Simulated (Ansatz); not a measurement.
Take GeO$_{2}$ (space group P3_121, No. 152; a = 5.093 Å, c = 5.768 Å) as the base.

(Cell as relaxed with PBE.)

Levels (all Ansatz, a first-principles code, PAW): PBE (420 eV, spin-orbit coupling left out); r2SCAN (500 eV, no spin-orbit coupling).

Each level relaxes its own structure.

```tsv
base	PBE	r2SCAN
volume per atom	14.40 Å³	13.59 Å³
lattice parameter a	5.093 Å	4.989 Å
band gap	3.22 eV	4.22 eV
```

The change: a hydrostatic pressure of 4.2 GPa.

| quantity | PBE | r2SCAN |
|---|---|---|
| shortest interatomic distance | 1.760 Å | ___ |
| c/a ratio | 1.161 | ___ |

Problem. Given the PBE results, estimate those of r2SCAN.

Solution. 
- shortest interatomic distance, r2SCAN: 1.737 Å
- c/a ratio, r2SCAN: 1.164

PBE's shortest interatomic distance lies 0.023 Å above r2SCAN's (1.3 %); PBE's c/a ratio lies 0.003 below r2SCAN's. Neither level is exact; r2SCAN is the comparison here, not a measurement.

Load acts through the strain it causes; cell and atoms are relaxed under it. Stability against distortions was not tested.
